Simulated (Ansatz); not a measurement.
# Zinc, simple cubic under LDA: structure, energy and stiffness, part 2 of 2

Aim: take zinc in the simple cubic structure, relax it, solve it on a dense k-mesh, switch on spin-orbit coupling, then scale the cell to 7 volumes from 88 to 112 % of the relaxed one and try a fit of the equation of state. The k-meshes are 12×12×12 for the relaxation; 20×20×20 for the dense run; 12×12×12 for spin-orbit coupling; 14×14×14 for the volumes.

Ansatz 0.2.0; DFT, LDA (PW92), plane waves (420 eV) with PAW, scalar-relativistic. The steps go on from the part before.

## (7) At 96 % of the relaxed volume

This is Zn in the simple cubic structure; at room conditions it is hcp.

input.yaml

```yaml
crystal:
  lattice:
    - [2.4884979701, 0.0, 0.0]
    - [0.0, 2.4884979701, 0.0]
    - [0.0, 0.0, 2.4884979701]
  atoms:
    - { symbol: Zn, position: [0.0, 0.0, 0.0] }
hamiltonian:
  xc: lda
  pseudopotentials:
    kind: paw
    azcp:
      Zn: "pseudopotentials/Zn.paw.azcp"
basis:
  ecutwfc: 420
  fft_grid_basis: typed
kpoints:
  mp_grid: { grid: [14, 14, 14], shift: [0, 0, 0] }
magnetization:
  spin_polarized: false
scf:
  occupations: { method: fermi_dirac, width: 0.1 }
  lower_state_search: "off"
output:
  stress: true
```

Log (excerpt; [...] marks lines left out):

```text
Warning: <dir> the record states the generating functional pbe (its physics header spells it `PBE`), which answers neither for hamiltonian.xc's functional nor for the lda family's — results may be inconsistent (PPs are generated against a specific XC)
Warning: RAYON_NUM_THREADS=2 ignored (pool sized by the plan → 2); use --threads N
[...]
Pseudopotentials: kind: paw
Pseudopotential: Zn, paw, valence charge 12, recommended cutoff 420 eV (normal), <dir>
Functional definition: SPW92
[...]
Crystal: 1 atoms, lattice volume = 15.410 Å³
Basis set: ecut = 420 eV, 305 PW (Γ)
Bands: 10, of which v1, the nominal top of the filled ones, is band 6 counted from 1 (5 counted from 0)
Symmetry: 48 space group operations
Space group: Pm-3m (ITA 221), of the structure as read, at distance tolerance 2.5e-5 Å
k-points: 120 of 2744
[...]
SCF iter   1: F=—  HF=-3245.964006 eV  |F-HF|=—  |Δ(HF+E_count)|=         —  Δρ=3.78e-3  dr2=1.59e-3  ethr=1.77e-3  ⟨swp⟩=4.9  Hψ=7714  notcnv=0
[...]
SCF iter   6: F=-3245.963263 eV  HF=-3245.963263 eV  |F-HF|=5.78e-9  |Δ(HF+E_count)|=   4.79e-7  Δρ=6.74e-6  dr2=3.76e-9  ethr=8.33e-10  ⟨swp⟩=3.3  Hψ=4761  notcnv=0
[...]
SCF converged after 6 iterations
Free energy (F): -3245.963263 eV
[...]
E sigma→0 (E₀):  -3245.957429 eV
Entropy (-TS):   -0.011667 eV (-11.667 meV/atom)
Fermi energy:    10.195318 eV
[...]
--- Stress (GPa, compression-positive) ---
        3.420442       0.000000       0.000000
        0.000000       3.420442       0.000000
        0.000000       0.000000       3.420442
  P = ⅓ Tr σ = 3.4204 GPa (34.204 kbar)
```

Wall time 0.81 s (2 threads of Intel Xeon Platinum 8375C at 2.90GHz (Ice Lake), shared host); peak memory 0.31 GiB.

## (8) At 100 % of the relaxed volume

Changes to input.yaml since step 7:

```diff
@@ -2,5 +2,5 @@
   lattice:
-    - [2.4884979701, 0.0, 0.0]
-    - [0.0, 2.4884979701, 0.0]
-    - [0.0, 0.0, 2.4884979701]
+    - [2.5225912199, 0.0, 0.0]
+    - [0.0, 2.5225912199, 0.0]
+    - [0.0, 0.0, 2.5225912199]
   atoms:
@@ -25 +25,5 @@
   stress: true
+  write_density: true
+  write_potential: true
+  elf: true
+  volumetric_format: npy
```

Log (excerpt; [...] marks lines left out):

```text
Warning: <dir> the record states the generating functional pbe (its physics header spells it `PBE`), which answers neither for hamiltonian.xc's functional nor for the lda family's — results may be inconsistent (PPs are generated against a specific XC)
Warning: RAYON_NUM_THREADS=2 ignored (pool sized by the plan → 2); use --threads N
[...]
Pseudopotentials: kind: paw
Pseudopotential: Zn, paw, valence charge 12, recommended cutoff 420 eV (normal), <dir>
Functional definition: SPW92
[...]
Crystal: 1 atoms, lattice volume = 16.052 Å³
Basis set: ecut = 420 eV, 305 PW (Γ)
Bands: 10, of which v1, the nominal top of the filled ones, is band 6 counted from 1 (5 counted from 0)
Symmetry: 48 space group operations
Space group: Pm-3m (ITA 221), of the structure as read, at distance tolerance 2.5e-5 Å
k-points: 120 of 2744
[...]
SCF iter   1: F=—  HF=-3245.971102 eV  |F-HF|=—  |Δ(HF+E_count)|=         —  Δρ=3.43e-3  dr2=1.69e-3  ethr=1.77e-3  ⟨swp⟩=5.0  Hψ=7734  notcnv=0
[...]
SCF iter   6: F=-3245.970237 eV  HF=-3245.970237 eV  |F-HF|=3.71e-8  |Δ(HF+E_count)|=  1.20e-10  Δρ=1.88e-5  dr2=3.29e-8  ethr=8.33e-10  ⟨swp⟩=9.2  Hψ=8491  notcnv=0
[...]
SCF converged after 6 iterations
Free energy (F): -3245.970237 eV
[...]
E sigma→0 (E₀):  -3245.964491 eV
Entropy (-TS):   -0.011492 eV (-11.492 meV/atom)
Fermi energy:    9.604422 eV
[...]
--- Stress (GPa, compression-positive) ---
        0.187300       0.000000      -0.000000
        0.000000       0.187300       0.000000
        0.000000       0.000000       0.187300
  P = ⅓ Tr σ = 0.1873 GPa (1.873 kbar)
--- Band table (eV; the first three rows and the last of 120) ---
  k-point 0: bands = ["-0.1803", "1.3236", "1.3236", "2.7803", "2.7803", "2.7803", "22.7718", "22.7718", "22.7718", "25.8536"]
[...]
```

It took 0.98 s on 2 threads of Intel Xeon Platinum 8375C at 2.90GHz (Ice Lake), shared host; peak memory 0.33 GiB.

Density in a lattice plane of the grid's cell (edges 2.52 and 2.52 Å, at 0.000 of the third edge), which holds Zn.

Ten even steps from ' ' (0.12 e/Å³) to '@' (45.62 e/Å³):
```
##**==::..                              ..::==**
++==--::..                              ..::--==
::......                                  ......
..                                              
                                                
                                                
                                                
                                                
                                                
                                                
                                                
                                                
                                                
                                                
                                                
..                                              
::......                                  ......
++==--::..                              ..::--==
##**==::..                              ..::==**
@@%%**--..                              ..--**%%
```
Columns run along the first of these edges and rows up along the second, over one cell in 24 and 20 even steps from the bottom left corner. Atoms in the plane (fractional): Zn at (0.00, 0.00).

ELF in the same plane.

Values, 12 rows by 12 columns:
```
0.00 0.00 0.03 0.13 0.22 0.26 0.28 0.26 0.22 0.13 0.03 0.00
0.02 0.03 0.09 0.18 0.23 0.26 0.29 0.26 0.23 0.18 0.09 0.03
0.10 0.13 0.18 0.22 0.23 0.26 0.29 0.26 0.23 0.22 0.18 0.13
0.22 0.22 0.23 0.23 0.24 0.26 0.27 0.26 0.24 0.23 0.23 0.22
0.26 0.26 0.26 0.26 0.26 0.25 0.24 0.25 0.26 0.26 0.26 0.26
0.28 0.28 0.29 0.29 0.27 0.24 0.23 0.24 0.27 0.29 0.29 0.28
0.26 0.26 0.26 0.26 0.26 0.25 0.24 0.25 0.26 0.26 0.26 0.26
0.22 0.22 0.23 0.23 0.24 0.26 0.27 0.26 0.24 0.23 0.23 0.22
0.10 0.13 0.18 0.22 0.23 0.26 0.29 0.26 0.23 0.22 0.18 0.13
0.02 0.03 0.09 0.18 0.23 0.26 0.29 0.26 0.23 0.18 0.09 0.03
0.00 0.00 0.03 0.13 0.22 0.26 0.28 0.26 0.22 0.13 0.03 0.00
0.00 0.00 0.02 0.10 0.22 0.26 0.28 0.26 0.22 0.10 0.02 0.00
```
Columns run along the first of these edges and rows up along the second, over one cell in 12 and 12 even steps from the bottom left corner. Atoms in the plane (fractional): Zn at (0.00, 0.00).

Both are smooth fields of the valence electrons: close to the nuclei they are not physical.

## (9) At 104 % of the relaxed volume

Changes to input.yaml since step 8:

```diff
@@ -2,5 +2,5 @@
   lattice:
-    - [2.5225912199, 0.0, 0.0]
-    - [0.0, 2.5225912199, 0.0]
-    - [0.0, 0.0, 2.5225912199]
+    - [2.5557870165, 0.0, 0.0]
+    - [0.0, 2.5557870165, 0.0]
+    - [0.0, 0.0, 2.5557870165]
   atoms:
@@ -25,5 +25 @@
   stress: true
-  write_density: true
-  write_potential: true
-  elf: true
-  volumetric_format: npy
```

Log (excerpt; [...] marks lines left out):

```text
Warning: <dir> the record states the generating functional pbe (its physics header spells it `PBE`), which answers neither for hamiltonian.xc's functional nor for the lda family's — results may be inconsistent (PPs are generated against a specific XC)
Warning: RAYON_NUM_THREADS=2 ignored (pool sized by the plan → 2); use --threads N
[...]
Pseudopotentials: kind: paw
Pseudopotential: Zn, paw, valence charge 12, recommended cutoff 420 eV (normal), <dir>
Functional definition: SPW92
[...]
Crystal: 1 atoms, lattice volume = 16.695 Å³
Basis set: ecut = 420 eV, 341 PW (Γ)
Bands: 10, of which v1, the nominal top of the filled ones, is band 6 counted from 1 (5 counted from 0)
Symmetry: 48 space group operations
Space group: Pm-3m (ITA 221), of the structure as read, at distance tolerance 2.6e-5 Å
k-points: 120 of 2744
[...]
SCF iter   1: F=—  HF=-3245.966529 eV  |F-HF|=—  |Δ(HF+E_count)|=         —  Δρ=3.25e-3  dr2=1.76e-3  ethr=1.77e-3  ⟨swp⟩=5.0  Hψ=7740  notcnv=0
[...]
SCF iter   6: F=-3245.965688 eV  HF=-3245.965688 eV  |F-HF|=2.26e-8  |Δ(HF+E_count)|=   2.71e-7  Δρ=1.42e-5  dr2=1.91e-8  ethr=8.33e-10  ⟨swp⟩=3.1  Hψ=4888  notcnv=0
[...]
SCF converged after 6 iterations
Free energy (F): -3245.965688 eV
[...]
E sigma→0 (E₀):  -3245.959978 eV
Entropy (-TS):   -0.011420 eV (-11.420 meV/atom)
Fermi energy:    9.059296 eV
[...]
--- Stress (GPa, compression-positive) ---
       -2.360644       0.000000      -0.000000
        0.000000      -2.360644       0.000000
        0.000000       0.000000      -2.360644
  P = ⅓ Tr σ = -2.3606 GPa (-23.606 kbar)
```

Run time: 0.85 s. Hardware: 2 threads of Intel Xeon Platinum 8375C at 2.90GHz (Ice Lake), shared host; peak memory 0.31 GiB.

## (10) At 108 % of the relaxed volume

Changes to input.yaml since step 9:

```diff
@@ -2,5 +2,5 @@
   lattice:
-    - [2.5557870165, 0.0, 0.0]
-    - [0.0, 2.5557870165, 0.0]
-    - [0.0, 0.0, 2.5557870165]
+    - [2.5881421856, 0.0, 0.0]
+    - [0.0, 2.5881421856, 0.0]
+    - [0.0, 0.0, 2.5881421856]
   atoms:
@@ -25 +25,5 @@
   stress: true
+  write_density: true
+  write_potential: true
+  elf: true
+  volumetric_format: npy
```

Log (excerpt; [...] marks lines left out):

```text
Warning: <dir> the record states the generating functional pbe (its physics header spells it `PBE`), which answers neither for hamiltonian.xc's functional nor for the lda family's — results may be inconsistent (PPs are generated against a specific XC)
Warning: RAYON_NUM_THREADS=2 ignored (pool sized by the plan → 2); use --threads N
[...]
Pseudopotentials: kind: paw
Pseudopotential: Zn, paw, valence charge 12, recommended cutoff 420 eV (normal), <dir>
Functional definition: SPW92
[...]
Crystal: 1 atoms, lattice volume = 17.337 Å³
Basis set: ecut = 420 eV, 341 PW (Γ)
Bands: 10, of which v1, the nominal top of the filled ones, is band 6 counted from 1 (5 counted from 0)
Symmetry: 48 space group operations
Space group: Pm-3m (ITA 221), of the structure as read, at distance tolerance 2.6e-5 Å
k-points: 120 of 2744
[...]
SCF iter   1: F=—  HF=-3245.952873 eV  |F-HF|=—  |Δ(HF+E_count)|=         —  Δρ=3.09e-3  dr2=1.81e-3  ethr=1.77e-3  ⟨swp⟩=5.2  Hψ=7725  notcnv=0
[...]
SCF iter   6: F=-3245.952052 eV  HF=-3245.952052 eV  |F-HF|=2.31e-10  |Δ(HF+E_count)|=   8.77e-9  Δρ=1.01e-6  dr2=9.61e-11  ethr=3.17e-10  ⟨swp⟩=5.5  Hψ=6442  notcnv=0
[...]
SCF converged after 6 iterations
Free energy (F): -3245.952052 eV
[...]
E sigma→0 (E₀):  -3245.946311 eV
Entropy (-TS):   -0.011482 eV (-11.482 meV/atom)
Fermi energy:    8.555521 eV
[...]
--- Stress (GPa, compression-positive) ---
       -4.364676       0.000000       0.000000
        0.000000      -4.364676       0.000000
        0.000000       0.000000      -4.364676
  P = ⅓ Tr σ = -4.3647 GPa (-43.647 kbar)
--- Band table (eV; the first three rows and the last of 120) ---
  k-point 0: bands = ["-0.6725", "0.5506", "0.5506", "1.8181", "1.8181", "1.8181", "21.0913", "21.0913", "21.0913", "24.1210"]
[...]
```

It took 1 s on 2 threads of Intel Xeon Platinum 8375C at 2.90GHz (Ice Lake), shared host; peak memory 0.32 GiB.

## (11) At 112 % of the relaxed volume

Changes to input.yaml since step 10:

```diff
@@ -2,5 +2,5 @@
   lattice:
-    - [2.5881421856, 0.0, 0.0]
-    - [0.0, 2.5881421856, 0.0]
-    - [0.0, 0.0, 2.5881421856]
+    - [2.6197080062, 0.0, 0.0]
+    - [0.0, 2.6197080062, 0.0]
+    - [0.0, 0.0, 2.6197080062]
   atoms:
@@ -25,5 +25 @@
   stress: true
-  write_density: true
-  write_potential: true
-  elf: true
-  volumetric_format: npy
```

Log (excerpt; [...] marks lines left out):

```text
Warning: <dir> the record states the generating functional pbe (its physics header spells it `PBE`), which answers neither for hamiltonian.xc's functional nor for the lda family's — results may be inconsistent (PPs are generated against a specific XC)
Warning: RAYON_NUM_THREADS=2 ignored (pool sized by the plan → 2); use --threads N
[...]
Pseudopotentials: kind: paw
Pseudopotential: Zn, paw, valence charge 12, recommended cutoff 420 eV (normal), <dir>
Functional definition: SPW92
[...]
Crystal: 1 atoms, lattice volume = 17.979 Å³
Basis set: ecut = 420 eV, 365 PW (Γ)
Bands: 10, of which v1, the nominal top of the filled ones, is band 6 counted from 1 (5 counted from 0)
Symmetry: 48 space group operations
Space group: Pm-3m (ITA 221), of the structure as read, at distance tolerance 2.6e-5 Å
k-points: 120 of 2744
[...]
SCF iter   1: F=—  HF=-3245.932088 eV  |F-HF|=—  |Δ(HF+E_count)|=         —  Δρ=2.94e-3  dr2=1.75e-3  ethr=1.77e-3  ⟨swp⟩=5.2  Hψ=7698  notcnv=0
[...]
SCF iter   6: F=-3245.931288 eV  HF=-3245.931288 eV  |F-HF|=2.68e-8  |Δ(HF+E_count)|=   1.71e-7  Δρ=1.52e-5  dr2=2.36e-8  ethr=8.33e-10  ⟨swp⟩=4.2  Hψ=3878  notcnv=0
[...]
SCF converged after 6 iterations
Free energy (F): -3245.931288 eV
[...]
E sigma→0 (E₀):  -3245.925465 eV
Entropy (-TS):   -0.011647 eV (-11.647 meV/atom)
Fermi energy:    8.089410 eV
[...]
--- Stress (GPa, compression-positive) ---
       -5.925507       0.000000       0.000000
        0.000000      -5.925507       0.000000
       -0.000000       0.000000      -5.925507
  P = ⅓ Tr σ = -5.9255 GPa (-59.255 kbar)
```

Wall time 0.82 s (2 threads of Intel Xeon Platinum 8375C at 2.90GHz (Ice Lake), shared host); peak memory 0.31 GiB.

## (12) Fitting the volumes

All volumes keep the relaxed shape and fractional coordinates.

| V (Å³/atom) | E − E₀ (meV/atom) | P from the stress (GPa) | P from the fit (GPa) |
| --- | --- | --- | --- |
| 14.126 | 68.9 | 12.69 | 12.72 |
| 14.768 | 28.7 | 7.51 | 7.53 |
| 15.410 | 7.1 | 3.42 | 3.44 |
| 16.052 | 0.0 | 0.19 | 0.21 |
| 16.695 | 4.5 | -2.36 | -2.35 |
| 17.337 | 18.2 | -4.36 | -4.38 |
| 17.979 | 39.0 | -5.93 | -5.98 |

Fit (Birch-Murnaghan, third order): V₀ = 16.099 Å³/atom, B₀ = 71 GPa, B₀′ = 4.9, largest residual 0.02 meV/atom.

## (13) Results

The summary covers parts 1 to 2.

| quantity | value |
| --- | --- |
| space group (spins left aside) | Pm-3m (No. 221) |
| conventional cell | a = 2.523 Å |
| volume | 16.052 Å³/atom |
| shortest distance | 2.523 Å |
| gap on the mesh | none (levels filled in part) |
| relative to hcp | +292 meV/atom |
| V₀, B₀, B₀′ | 16.099 Å³/atom, 71 GPa, 4.9 |

**Reading.** The relaxation shrank the cell by 2.3 % in volume. Against the reference form of zinc (hcp, computed apart with the same settings) it stands 292 meV/atom higher, so it is far from stable. No gap shows: it is a metal or semimetal at this level. The total energy of the spin-orbit run (on a coarser mesh) lies -58 meV/atom from the scalar one; mesh and treatment of the core enter this figure, so it is no spin-orbit energy. The fitted modulus is 71 GPa. The symmetry was held, so the structure may be unstable against distortions that break it.
